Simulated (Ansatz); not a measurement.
A run of Ansatz 0.2.0 is set up as follows.

The input input.yaml:

```yaml
crystal:
  lattice:
    - [3.9047, 0.0, 0.0]
    - [0.0, 3.9047, 0.0]
    - [0.0, 0.0, 3.9047]
  atoms:
    - { symbol: Te, position: [0.5, 0.5, 0.5] }
    - { symbol: Sn, position: [0.0, 0.0, 0.0] }
hamiltonian:
  xc: revpbe
  pseudopotentials: { kind: paw }
  dispersion: d3bj
kpoints:
  mp_grid: { grid: [7, 7, 7] }
scf:
  occupations: { method: fermi_dirac, width: 0.05 }
output:
  forces: true
  stress: true
  eigenvalues: true
relax:
  f_tol: 0.01
  max_steps: 40
  cell: { stress_tol: 0.05 }
```

Potentials or basis: Ansatz PAW.

Launch:

```bash
$ ansatz run input.yaml --threads 2 --pin off --max-ram 5632MiB --backend cpu --events-out ev --progress --plain --runs-dir out
```

Q: Predict the relaxed cell.

A: a = 3.765 Å, b = 3.765 Å, c = 3.765 Å, α = 90.00°, β = 90.00°, γ = 90.00°.

Q: Predict the band gap on the k mesh.

A: None (metal or under the smearing width).

The path:
| step | energy change (eV) | largest force (eV/Å) | volume (Å³) |
| --- | --- | --- | --- |
| 1 | 0.0000 | 0.0000 | 59.53 |
| 2 | -0.0895 | 0.0000 | 54.19 |
| 3 | -0.0911 | 0.0000 | 52.97 |
| 4 | -0.0917 | 0.0000 | 53.38 |
| 5 | -0.0905 | 0.0000 | 53.38 |

Caveat: the plane-wave basis is chosen anew once the cell has moved, so the energies of steps on either side of that aren't comparable; pairwise dispersion overbinds metals, which lowers pressure and volume; the PAW data sets come from PBE, with cores solved anew for the run's functional, which leaves a small shift of forces and pressure. Spin-orbit coupling is left out, which matters for the levels of Te.
